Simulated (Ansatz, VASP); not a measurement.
# KF: VASP beside Ansatz

File INCAR:

```
SYSTEM = KF
PREC = Accurate ; ENCUT = 520
EDIFF = 1E-8 ; ISMEAR = -1
SIGMA = 0.03 ; LREAL = .False.
LASPH = .True. ; NELM = 100
ALGO = Normal ; ISIF = 2
LWAVE = .False. ; LCHARG = .False.
GGA = PE ; LEFG = .True.
NBANDS = 15
```

Contents of KPOINTS:

```
regular mesh
0
Gamma
  9 9 9
  0 0 0
```

The input POSCAR:

```
KF
1.0
    0.0000000000      2.2535255668      2.2535255668
    2.2535255668      0.0000000000      2.2535255668
    2.2535255668      2.2535255668      0.0000000000
K F
1 1
Direct
    0.0000000000      0.0000000000      0.0000000000
    0.5000000000      0.5000000000      0.5000000000
```

Input for Ansatz:

```yaml
crystal:
  lattice:
    - [0.0, 2.2535255668, 2.2535255668]
    - [2.2535255668, 0.0, 2.2535255668]
    - [2.2535255668, 2.2535255668, 0.0]
  atoms:
    - { symbol: K, position: [0.0, 0.0, 0.0] }
    - { symbol: F, position: [0.5, 0.5, 0.5] }
kpoints:
  mp_grid: { grid: [9, 9, 9] }
  band_path:
    path:
      - [0.0, 0.0, 0.0]
      - [0.5, 0.0, 0.5]
      - [0.625, 0.25, 0.625]
      - [0.375, 0.375, 0.75]
      - [0.0, 0.0, 0.0]
      - [0.5, 0.5, 0.5]
      - [0.5, 0.25, 0.75]
      - [0.5, 0.0, 0.5]
    npoints: 6
scf:
  occupations: { method: fermi_dirac, width: 0.03 }
hamiltonian:
  xc: pbe
  pseudopotentials: { kind: paw }
output:
  forces: true
  stress: true
  eigenvalues: true
  efg: { contact_densities: true }
  populations: true
```

Change from the starting cell: volume scaled by 0.6, PAW files.

Alike in both runs: task electric field gradients; functional PBE; k mesh 9 × 9 × 9; occupations fermi-dirac, width 0.03 eV; no spin polarisation.

```csv
,VASP,Ansatz
version,VASP 6.6.1,Ansatz 0.2.0
potentials or method,"VASP PAW PBE potentials, release 64 (K_sv, F)","PAW with Ansatz's default frozen-core files, scalar-relativistic"
plane-wave cutoff (eV),520,420
valence electrons in the cell,16,16
```

```tsv
	VASP	Ansatz	Ansatz less VASP
gap on the k mesh at the Fermi level (eV)	7.42	7.44	+0.020
pressure (GPa)	63.9	62.0	-1.92
Vzz of the field gradient on the site that differs most (V/Å²)	0.0	0.0	-0.01
```

Caveats: the cell as given lies far from equilibrium; so large a pressure means that the cell lies far from this level's equilibrium, or that cutoff or potentials fall short (VASP); an odd mesh through Γ misses points on the zone boundary, where band edges often lie.
